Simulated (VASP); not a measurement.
**Li2H: single point with PBE**

Li2H:

```xyz
3
Lattice="2.8374 0.0000 0.0000 -1.4187 2.4572 0.0000 0.0000 0.0000 4.9885" Properties=species:S:1:pos:R:3 pbc="T T T"
Li   -0.0553    1.6241    1.3307
Li    1.4894    0.8122    3.7141
H    -0.0038   -0.0194    2.5026
```

The cell was built by a generator and needn't be a form met in nature.

The cell isn't the ideal one: atoms moved at random, drawn with an rms of 0.05 Å.

* Program: VASP 6.6.1
* Task: single point
* Functional: PBE
* Potentials or basis: VASP PAW PBE potentials, release 64 (Li_sv, H)
* Cutoff: 520 eV
* k mesh: 11 × 11 × 6
* Occupations: fermi-dirac, width 0.05 eV
* Spin: no spin polarisation
* Further INCAR settings: ALGO = Normal; EDIFF = 1e-07; NBANDS = 10

```yaml
Largest_force: 0.122 eV/Å
Band_gap_on_the_k_mesh: none (metal or under the smearing width)
```

Forces on the atoms (eV/Å):
```
Li   0.057 -0.004  0.074
Li  -0.064 -0.006 -0.104
H    0.007  0.010  0.029
```

Levels at points of the mesh, in eV from the Fermi level:
```csv
k point,band 1,band 2,band 3,band 4,band 5,band 6,band 7,band 8
"(0.00, 0.00, 0.00)",-46.76,-46.72,-7.10,-1.95,2.10,11.90,13.71,14.15
"(0.00, 0.00, 0.50)",-46.75,-46.72,-6.96,-2.95,6.24,6.92,12.15,14.80
```

Run time: 74 s on 1 thread of AMD EPYC 9R14 (Zen 4) (shared host), peak memory 0.2 GiB.
